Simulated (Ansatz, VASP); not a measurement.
This is a calculation of SnTe for VASP 6.6.1.

File INCAR:

```
SYSTEM = SnTe
PREC = Accurate
ENCUT = 600
EDIFF = 1E-7
ISMEAR = -1
SIGMA = 0.05
LREAL = .FALSE.
LASPH = .TRUE.
NELM = 100
ALGO = Normal
ISIF = 3
LWAVE = .FALSE.
LCHARG = .FALSE.
GGA = RP
IBRION = 2
NSW = 60
EDIFFG = -0.01
```

Contents of KPOINTS:

```
Automatic mesh
0
G
  7 7 7
  0 0 0
```

POSCAR

```
SnTe
1.0
    0.0000000000      3.1508500000      3.1508500000
    3.1508500000      0.0000000000      3.1508500000
    3.1508500000      3.1508500000      0.0000000000
Te Sn
1 1
Direct
    0.5000000000      0.5000000000      0.5000000000
    0.0000000000      0.0000000000      0.0000000000
```

Potentials or basis: VASP PAW PBE potentials, release 64 (Te, Sn_d).

Launch:

```sh
$ cat potpaw_PBE.64/Te/POTCAR potpaw_PBE.64/Sn_d/POTCAR > POTCAR
$ mpirun -np 1 vasp_std > vasp.out
```

Problem. Set up the same calculation for Ansatz 0.2.0. Potentials there: Ansatz PAW.

Solution. As run (the cutoff follows the program's own potentials):

Contents of input.yaml:

```yaml
crystal:
  lattice:
    - [0.0, 3.15085, 3.15085]
    - [3.15085, 0.0, 3.15085]
    - [3.15085, 3.15085, 0.0]
  atoms:
    - { symbol: Te, position: [0.5, 0.5, 0.5] }
    - { symbol: Sn, position: [0.0, 0.0, 0.0] }
hamiltonian:
  xc: rpbe
  pseudopotentials: { kind: paw }
kpoints:
  mp_grid: { grid: [7, 7, 7] }
scf:
  occupations: { method: fermi_dirac, width: 0.05 }
output:
  forces: true
  stress: true
relax:
  f_tol: 0.01
  max_steps: 40
  cell: { stress_tol: 0.05 }
```

Potentials or basis: Ansatz PAW.

Command:

```bash
$ ansatz run input.yaml --threads 2 --pin off --max-ram 5632MiB --backend cpu --events-out ev --progress --plain --runs-dir out
```

Both were run:

|  | VASP | Ansatz | Ansatz less VASP |
| --- | --- | --- | --- |
| relaxed volume (Å³/atom) | 34.01 | 34.05 | +0.039 |
| relaxed cell length with the largest relative difference (Å) | 4.582 | 4.584 | +0.0017 |
| energy change over the relaxation (meV/atom) | -29 | -29 | -0.4 |

The two sets of potentials don't hold the same shells in valence.

Caveats: the PAW data sets were made with another functional, which shifts forces and pressure a little (VASP); the plane-wave basis is chosen anew once the cell has moved, so the energies of steps on either side of that aren't comparable (Ansatz); the PAW data sets come from PBE, with cores solved anew for the run's functional, which leaves a small shift of forces and pressure (Ansatz). RPBE and its kin give volumes clearly too large for solids. Zero-point motion and thermal expansion aren't in these numbers.
